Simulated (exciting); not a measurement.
Here is an exciting (release sodium) calculation.

The input input.xml:

```xml
<input>
  <title>Te</title>
  <structure speciespath="./" tshift="false">
    <crystal scale="1">
      <basevect>4.357527677288 2.515819777515 3.195439389793</basevect>
      <basevect>-4.357527677288 2.515819777515 3.195439389793</basevect>
      <basevect>0.000000000000 -5.031639555030 3.195439389793</basevect>
    </crystal>
    <species speciesfile="Te.xml" rmt="2.3">
      <atom coord="0.500000000000 0.500000000000 0.500000000000"/>
    </species>
  </structure>
  <groundstate do="fromscratch" ngridk="9 9 9" rgkmax="9" gmaxvr="14" lmaxapw="10" lmaxmat="10" lmaxvr="8" xctype="GGA_PBE_SOL" stype="Gaussian" swidth="0.00367493" nempty="8" ValenceRelativity="iora*" epsengy="1e-05" epspot="1e-05" maxscl="60" tforce="true" outputlevel="normal"/>
</input>
```

Potentials or basis: all-electron LAPW+lo, shipped species files, valence relativity iora*.

Command:

```bash
$ OMP_NUM_THREADS=1 exciting_smp
```

Question: Predict the band gap on the k mesh.

Answer: None (metal or under the smearing width).

Question: What does it give for the density of states at the Fermi level?

Answer: 0.68 states/eV per cell.

Caveat: the log's total energy holds no entropy term; the free energy is that total less TS from the occupations. Spin-orbit coupling is left out, which matters for the levels of Te.
